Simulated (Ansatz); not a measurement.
Phonons of Li2O (anti-fluorite) at Γ, L = (0.5, 0.0, 0.0), X = (0.5, 0.5, 0.0).

Li₂O (anti-fluorite)

```yaml
crystal:
  lattice:
    - [0.00000, 2.31307, 2.31307]
    - [2.31307, 0.00000, 2.31307]
    - [2.31307, 2.31307, 0.00000]
  atoms:
    - { symbol: O, position: [0.00000, 0.00000, 0.00000] }
    - { symbol: Li, position: [0.25000, 0.25000, 0.25000] }
    - { symbol: Li, position: [0.75000, 0.75000, 0.75000] }
```

Level of theory: PBE (plane waves to 420 eV, PAW, scalar-relativistic; Ansatz, a quantum-chemistry and plane-wave program). Harmonic phonons by density-functional perturbation theory on a 10×10×10 k mesh, in cm⁻¹; i marks imaginary ones, q is in fractions of the reciprocal vectors of the cell shown, and the three acoustic modes at Γ are left out. The non-analytic (LO-TO) term is not included, so polar modes at Γ have their transverse values. Li2O was relaxed with its symmetry unable to fall.

```tsv
q	wavenumbers (cm⁻¹)
Γ	422 (×3), 519 (×3)
L = (0.5, 0.0, 0.0)	275 (×2), 394, 440 (×2), 453 (×2), 555, 557
X = (0.5, 0.5, 0.0)	215, 260 (×2), 356 (×2), 460, 573 (×2), 714
```

The structure shows no imaginary mode at these points (lowest 215 cm⁻¹ at X = (0.5, 0.5, 0.0)); other wave vectors were not tested.

Highest mode: 714 cm⁻¹ at X = (0.5, 0.5, 0.0).
